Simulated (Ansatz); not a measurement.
Space group Fm-3m (No. 225). a = 5.971 Å, b = 5.971 Å, c = 5.971 Å, α = 90.00°, β = 90.00°, γ = 90.00°
```json
{"atom": "Sn", "site": "4a", "symmetry": "m-3m", "x": "0.0000", "y": "0.0000", "z": "0.0000"}
{"atom": "Se", "site": "4b", "symmetry": "m-3m", "x": "0.5000", "y": "0.0000", "z": "0.0000"}
```

Equation of state of this SnSe structure (not necessarily the ground state), with shape and atoms relaxed at each volume where symmetry leaves them free. Level of theory: DFT PBE+D3(BJ), scalar-relativistic, plane waves, PAW in Ansatz.

Cutoff 420 eV; k points 6×6×6 on the computed 4-atom cell (Γ-centred); Gaussian smearing, width 0.02 eV; no spin polarisation.

```
V (Å³/atom) E − E(largest V) (meV/atom) P (GPa) gap on mesh (eV)
     23.416                        48.16     9.00              0.28
     24.214                        10.57     6.18              0.28
     25.013                       -14.09     3.78              0.30
     25.811                       -27.72     1.74              0.35
     26.609                       -31.95     0.00              0.40
     27.408                       -28.15    -1.49              0.39
     28.206                       -17.55    -2.72              0.38
     29.270                         0.00    -2.62              0.79
```

Q: Does one Birch–Murnaghan curve describe these points?

A: Not well: the fit leaves 0.58 meV/atom rms, which suggests a change of structure or state along the series.

An atom lies near a switch of its D3 coefficient C6 between reference coordination numbers, so the dispersion energy changes steeply there and can make or shift the minimum.

This rock-salt form isn't the usual stable structure of the compound.